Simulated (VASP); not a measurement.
# BN (F-43m) in VASP: phonons with LDA

Aim: the phonons of BN with LDA.

Everything below comes from runs of VASP 6.6.1. Logs are shortened: lines on timing, memory, paths and dates and some standing lists are left out, and cuts for length are marked.

## (1) The structure

It takes space group F-43m (No. 216, cubic). The conventional cell has a = 3.615 Å, b = 3.615 Å, c = 3.615 Å, α = 90.00°, β = 90.00°, γ = 90.00°. B (site symmetry -43m) has 4 N at 1.57 Å as nearest neighbours. Around N (site symmetry -43m) lie 4 B at 1.57 Å.

## (2) Phonons, LDA

The input, POSCAR:

```
BN
1.0
    0.0000000000      1.8075000000      1.8075000000
    1.8075000000      0.0000000000      1.8075000000
    1.8075000000      1.8075000000      0.0000000000
B N
1 1
Direct
    0.0000000000      0.0000000000      0.0000000000
    0.2500000000      0.2500000000      0.2500000000
```

The input, INCAR.step1:

```
SYSTEM = BN
  PREC = Accurate
  ENCUT = 600
  EDIFF = 1E-8
  ISMEAR = 0
  SIGMA = 0.02
  LREAL = .FALSE.
  LASPH = .TRUE.
  NELM = 100
  ALGO = Normal
  ISIF = 3
  LWAVE = .FALSE.
  LCHARG = .FALSE.
  IBRION = 2
  NSW = 40
  EDIFFG = -0.002
```

The input, INCAR.step2:

```
SYSTEM = BN
  PREC = Accurate
  ENCUT = 600
  EDIFF = 1E-8
  ISMEAR = 0
  SIGMA = 0.02
  LREAL = .FALSE.
  LASPH = .TRUE.
  NELM = 100
  ALGO = Normal
  ISIF = 2
  LWAVE = .FALSE.
  LCHARG = .FALSE.
  IBRION = 6
  NFREE = 2
  POTIM = 0.015
  NSW = 1
```

The input, KPOINTS:

```
regular mesh
0
G
  12 12 12
  0 0 0
```

Potentials or basis: VASP PAW LDA potentials, release 64 (B, N).

Started as:

```console
> cat potpaw_LDA.64/B/POTCAR potpaw_LDA.64/N/POTCAR > POTCAR
> cp INCAR.step1 INCAR
> mpirun -np 1 vasp_std > vasp.out
> cp CONTCAR POSCAR
> cp INCAR.step2 INCAR
> mpirun -np 1 vasp_std > vasp.out
```

OUTCAR:

```text
SYSTEM = BN
   PREC = Accurate
   ENCUT = 600
   EDIFF = 1E-8
   ISMEAR = 0
   LREAL = .FALSE.
   LASPH = .TRUE.
   NELM = 100
   ISIF = 2
   IBRION = 6
   NFREE = 2
   POTIM = 0.015
   NSW = 1

 ion  position               nearest neighbor table
   1  0.000  0.000  0.000-   2 1.55   2 1.55   2 1.55   2 1.55
   2  0.250  0.250  0.250-   1 1.55   1 1.55   1 1.55   1 1.55

  LATTYP: Found a face centered cubic cell.
 ALAT       =     3.5825975386

  Lattice vectors:

 A1 = (   0.0000000000,   1.7912987693,   1.7912987693)
 A2 = (   1.7912987693,   0.0000000000,   1.7912987693)
 A3 = (   1.7912987693,   1.7912987693,   0.0000000000)

Analysis of symmetry for initial positions (statically):
=====================================================================
 Subroutine PRICEL returns:
 Original cell was already a primitive cell.

 Routine SETGRP: Setting up the symmetry group for a
 face centered cubic supercell.

 Subroutine GETGRP returns: Found 24 space group operations
 (whereof 24 operations were pure point group operations)
 out of a pool of 48 trial point group operations.

The static configuration has the point symmetry T_d .

Analysis of symmetry for dynamics (positions and initial velocities):
=====================================================================
 Subroutine PRICEL returns:
 Original cell was already a primitive cell.

 Routine SETGRP: Setting up the symmetry group for a
 face centered cubic supercell.

 Subroutine GETGRP returns: Found 24 space group operations
 (whereof 24 operations were pure point group operations)
 out of a pool of 48 trial point group operations.

The dynamic configuration has the point symmetry T_d .

 Subroutine INISYM returns: Found 24 space group operations
 (whereof 24 operations are pure point group operations),
 and found     1 'primitive' translations

----------------------------------------------------------------------------------------

                                     Primitive cell

  volume of cell :      11.4957

  direct lattice vectors                    reciprocal lattice vectors
     0.000000000  1.791298769  1.791298769    -0.279127083  0.279127083  0.279127083
     1.791298769  0.000000000  1.791298769     0.279127083 -0.279127083  0.279127083
     1.791298769  1.791298769  0.000000000     0.279127083  0.279127083 -0.279127083

  length of vectors
     2.533279014  2.533279014  2.533279014     0.483462289  0.483462289  0.483462289

  position of ions in fractional coordinates (direct lattice)
     0.000000000  0.000000000  0.000000000
     0.250000000  0.250000000  0.250000000

  ion indices of the primitive-cell ions
   primitive index   ion index
                 1           1
                 2           2

----------------------------------------------------------------------------------------

 KPOINTS: regular mesh

Automatic generation of k-mesh.
 Grid dimensions read from file:
 generate k-points for:   12   12   12

 Generating k-lattice:

  Cartesian coordinates                     Fractional coordinates (reciprocal lattice)
    -0.023260590  0.023260590  0.023260590     0.083333333  0.000000000  0.000000000
     0.023260590 -0.023260590  0.023260590     0.000000000  0.083333333  0.000000000
     0.023260590  0.023260590 -0.023260590     0.000000000  0.000000000  0.083333333

  Length of vectors
     0.040288524  0.040288524  0.040288524

  Shift w.r.t. Gamma in fractional coordinates (k-lattice)
     0.000000000  0.000000000  0.000000000

 Subroutine IBZKPT returns following result:
 ===========================================

 Found     72 irreducible k-points:

 Following reciprocal coordinates:
            Coordinates               Weight
  0.000000  0.000000  0.000000      1.000000
  0.083333  0.000000  0.000000      8.000000
  0.166667  0.000000  0.000000      8.000000
  0.250000  0.000000  0.000000      8.000000
  0.333333  0.000000  0.000000      8.000000
  0.416667  0.000000  0.000000      8.000000
[... 16 lines left out ...]
  0.500000  0.166667  0.000000     24.000000
 -0.416667  0.166667  0.000000     24.000000
 [... further k-points ...]
   k-points           NKPTS =     72   k-points in BZ     NKDIM =     72   number of bands    NBANDS=      8
   number of dos      NEDOS =    301   number of ions     NIONS =      2
   total plane-waves  NPLWV =   8000
   dimension x,y,z NGX =    20 NGY =   20 NGZ =   20
   dimension x,y,z NGXF=    40 NGYF=   40 NGZF=   40
   ions per type =               1   1
   NGX,Y,Z   is equivalent  to a cutoff of  13.12, 13.12, 13.12 a.u.
   NGXF,Y,Z  is equivalent  to a cutoff of  26.25, 26.25, 26.25 a.u.
 SYSTEM =  BN
   PREC   = accura    normal or accurate (medium, high low for compatibility)
   ISTART =      0    job   : 0-new  1-cont  2-samecut
   ICHARG =      2    charge: 1-file 2-atom 10-const
   ISPIN  =      1    spin polarized calculation?
   LNONCOLLINEAR =      F non collinear calculations
   LSORBIT =      F    spin-orbit coupling
   LASPH  =      T    aspherical Exc in radial PAW
   ENCUT  =  600.0 eV  44.10 Ry    6.64 a.u.   5.06  5.06  5.06*2*pi/ulx,y,z
   NELM   =    100;   NELMIN=  2; NELMDL=  0     # of ELM steps
   EDIFF  = 0.1E-07   stopping-criterion for ELM
   LREAL  =      F    real-space projection
   EDIFFG = 0.1E-06   stopping-criterion for IOM
   NSW    =     61    number of steps for IOM
   IBRION =      6    ionic relax: 0-MD 1-quasi-New 2-CG
   NFREE  =      2    steps in history (QN), initial steepest desc. (CG)
   ISIF   =      2    stress and relaxation
   ISYM   =      2    0-nonsym 1-usesym 2-fastsym
   POTIM  = 0.0150    time-step for ionic-motion
   TEBEG  =    0.0;   TEEND  =   0.0 temperature during run
   PSTRESS=    0.0 pullay stress
   NELECT =       8.0000    total number of electrons
   NUPDOWN=      -1.0000    fix difference up-down
   EMIN   =  10.00;   EMAX   =-10.00  energy-range for DOS
   EFERMI =   0.00;   METHOD = LEGACY
   ISMEAR =     0;   SIGMA  =   0.02  broadening in eV -4-tet -1-fermi 0-gaus
   EFERMI_NEDOS =   21; number of points for ismear=-14 and -15
   IALGO  =     38    algorithm
   IMIX   =      4    mixing-type and parameters
     AMIX     =   0.40;   BMIX     =  1.00
     AMIX_MAG =   1.60;   BMIX_MAG =  1.00
  volume/ion in A,a.u.               =       5.75        38.79
  Fermi-wavevector in a.u.,A,eV,Ry     =   1.450753  2.741526 28.635967  2.104684
  Thomas-Fermi vector in A             =   2.568329
   LORBIT       =      0    0 simple, 1 ext, 2 COOP (PROOUT), +10 PAW based schemes
   GGA     = CA    functional components
   LHFCALC =     F    Hartree Fock is set to
   AEXX    =    0.0000 exact exchange contribution
   IVDW    =     0    specifies the selected vdW correction
   LEPSILON=     F    determine dielectric tensor
   LRPA    =     F    only Hartree local field effects (RPA)
 finite differences with symmetry
 non-spin polarized calculation
 Gauss-broadening in eV      SIGMA  =   0.02
  energy-cutoff  :      600.00
  volume of cell :       11.50
 maximum number of plane-waves:       392
   NGX = 11   NGY = 11   NGZ = 11

--------------------------------------- Ionic step        1  -------------------------------------------

 number of electron       7.9999999 magnetization

 Free energy of the ion-electron system (eV)
  ---------------------------------------------------
  ext. energy  EPLUGINS =         0.00000000
  ---------------------------------------------------
  free energy    TOTEN  =       -19.41640867 eV

  energy without entropy =      -19.41640867  energy(sigma->0) =      -19.41640867

------------------------ aborting loop because EDIFF is reached ----------------------------------------

  FORCE on cell =-STRESS in cart. coord.  units (eV):
  Direction    XX          YY          ZZ          XY          YZ          ZX
  --------------------------------------------------------------------------------------
  -------------------------------------------------------------------------------------
  Total        0.0025187      0.0025187      0.0025187      0.0000000      0.0000000     -0.0000000
  in kB        0.3510341      0.3510341      0.3510341      0.0000000      0.0000000     -0.0000000
  external PRESSURE =       0.3510341 kB  Pullay stress =       0.0000000 kB
[... 129 lines left out ...]
  energy  without entropy=      -19.4135293606  energy(sigma->0) =      -19.41352936

--------------------------------------- Ionic step        5  -------------------------------------------

 number of electron       7.9999999 magnetization

 Free energy of the ion-electron system (eV)
  ---------------------------------------------------
  ext. energy  EPLUGINS =         0.00000000
  ---------------------------------------------------
  free energy    TOTEN  =       -19.41352938 eV

  energy without entropy =      -19.41352938  energy(sigma->0) =      -19.41352938

 E-fermi :   7.9468     XC(G=0): -13.2351

 val. band max:        7.8665273950   @ k =   0.0000   0.0000   0.0000
 cond. band min:      12.1021762693   @ k =   0.5000   0.5000   0.0000
 fundamental gap:      4.2356488743
 Fermi energy:         7.9468256602

 k-point     1 :       0.0000    0.0000    0.0000
  band No.  band energies     occupation
      1     -12.6485      2.00000
      2       7.5883      2.00000
      3       7.7320      2.00000
      4       7.8665      2.00000
      5      16.4309      0.00000
      6      16.5370      0.00000
      7      16.6584      0.00000
      8      18.6127      0.00000
[... 243 lines left out ...]
 k-point    24 :      -0.4167    0.1667    0.0000
  band No.  band energies     occupation
      1      -7.8664      2.00000
      2      -2.5426      2.00000
      3       3.5670      2.00000
      4       5.0666      2.00000
      5      17.0305      0.00000
      6      20.1143      0.00000
      7      20.2473      0.00000
      8      23.6480      0.00000

 [... further k-points ...]

------------------------ aborting loop because EDIFF is reached ----------------------------------------

  FORCE on cell =-STRESS in cart. coord.  units (eV):
  Direction    XX          YY          ZZ          XY          YZ          ZX
  --------------------------------------------------------------------------------------
  -------------------------------------------------------------------------------------
  Total        0.0058841      0.0087127      0.0087127      0.0000000      0.0423975      0.0000000
  in kB        0.8200868      1.2143093      1.2143093      0.0000000      5.9090444      0.0000000
  external PRESSURE =       1.0829018 kB  Pullay stress =       0.0000000 kB
[... 17 lines left out ...]
  FREE ENERGIE OF THE ION-ELECTRON SYSTEM (eV)
  ---------------------------------------------------
  free  energy   TOTEN  =       -19.4135293834 eV

  energy  without entropy=      -19.4135293834  energy(sigma->0) =      -19.41352938

 INTERNAL STRAIN TENSORS FROM DISPLACED ATOMS
 ============================================

 INTERNAL STRAIN TENSOR FOR ION    1 for displacements in x,y,z  (eV/Angst):
          X           Y           Z          XY          YZ          ZX
  --------------------------------------------------------------------------------
  x    -0.00000     0.00000     0.00000     0.00000     2.83579     0.00000
  y     0.00000     0.00000     0.00000     0.00000     0.00000     2.83579
  z     0.00000     0.00000    -0.00000     2.83579     0.00000     0.00000

 INTERNAL STRAIN TENSOR FOR ION    2 for displacements in x,y,z  (eV/Angst):
          X           Y           Z          XY          YZ          ZX
  --------------------------------------------------------------------------------
  x    -0.00000    -0.00000    -0.00000     0.00000    -2.82705     0.00000
  y     0.00000     0.00000     0.00000     0.00000     0.00000    -2.82705
  z    -0.00000    -0.00000    -0.00000    -2.82705     0.00000     0.00000

 Eigenvectors and eigenvalues of the dynamical matrix
 ----------------------------------------------------

   1 f  =   32.021987 THz   201.200079 2PiTHz 1068.138515 cm-1   132.432238 meV
             X         Y         Z           dx          dy          dz
      0.000000  0.000000  0.000000    -0.000000   -0.751215    0.000000
      0.895649  0.895649  0.895649     0.000000    0.660058    0.000000

   2 f  =   32.021987 THz   201.200079 2PiTHz 1068.138515 cm-1   132.432238 meV
             X         Y         Z           dx          dy          dz
      0.000000  0.000000  0.000000     0.000000    0.000000    0.751215
      0.895649  0.895649  0.895649     0.000000    0.000000   -0.660058
[... 11 lines left out ...]
   5 f/i=    0.001291 THz     0.008113 2PiTHz    0.043069 cm-1     0.005340 meV
             X         Y         Z           dx          dy          dz
      0.000000  0.000000  0.000000    -0.238522    0.615454    0.000000
      0.895649  0.895649  0.895649    -0.271462    0.700451    0.000000

   6 f/i=    0.001291 THz     0.008113 2PiTHz    0.043069 cm-1     0.005340 meV
             X         Y         Z           dx          dy          dz
      0.000000  0.000000  0.000000     0.000000    0.000000   -0.660058
      0.895649  0.895649  0.895649     0.000000    0.000000   -0.751215

 ELASTIC MODULI CONTR FROM IONIC RELAXATION (kBar)
 Direction    XX          YY          ZZ          XY          YZ          ZX
 --------------------------------------------------------------------------------
 XX          -0.0000     -0.0000     -0.0000     -0.0000     -0.0000      0.0000
 YY          -0.0000     -0.0000     -0.0000     -0.0000     -0.0000      0.0000
 ZZ          -0.0000     -0.0000     -0.0000     -0.0000     -0.0000      0.0000
 XY          -0.0000     -0.0000     -0.0000    -43.6547     -0.0000      0.0000
 YZ          -0.0000     -0.0000     -0.0000     -0.0000    -43.6547      0.0000
 ZX           0.0000      0.0000      0.0000      0.0000      0.0000    -43.6547
 --------------------------------------------------------------------------------
```

It took 54 s on 1 thread of Intel Xeon 6975P-C (Granite Rapids), shared host; peak memory 0.16 GiB.

What came out:

* Relaxed volume: 5.75 Å³/atom
* Relaxed cell: a = 2.533 Å, b = 2.533 Å, c = 2.533 Å, α = 60.00°, β = 60.00°, γ = 60.00°
* Space group after relaxing (to 0.05 Å): F-43m (No. 216)
* Highest phonon frequency at Γ, LO-TO splitting left out: 1068 cm⁻¹

The path:
```csv
step,energy change (eV),largest force (eV/Å),pressure (GPa),volume (Å³)
1,0.0000,0.0000,-10.33,11.81
2,0.0016,0.0000,12.10,11.17
3,-0.0104,0.0000,-0.06,11.50
4,-0.0104,0.0000,0.16,11.49
5,-0.0104,0.0000,-0.14,11.50
6,-0.0104,0.0000,0.00,11.50
```

Final structure:
```yaml
crystal:
  lattice:
    - [0.00000, 1.79130, 1.79130]
    - [1.79130, 0.00000, 1.79130]
    - [1.79130, 1.79130, 0.00000]
  atoms:
    - { symbol: B, position: [0.00000, 0.00000, 0.00000] }
    - { symbol: N, position: [0.25000, 0.25000, 0.25000] }
```

Phonon frequencies in cm⁻¹ (negative: imaginary):
| q point | frequencies |
| --- | --- |
| (0.000, 0.000, 0.000) | 0 0 0 1068 1068 1068 |
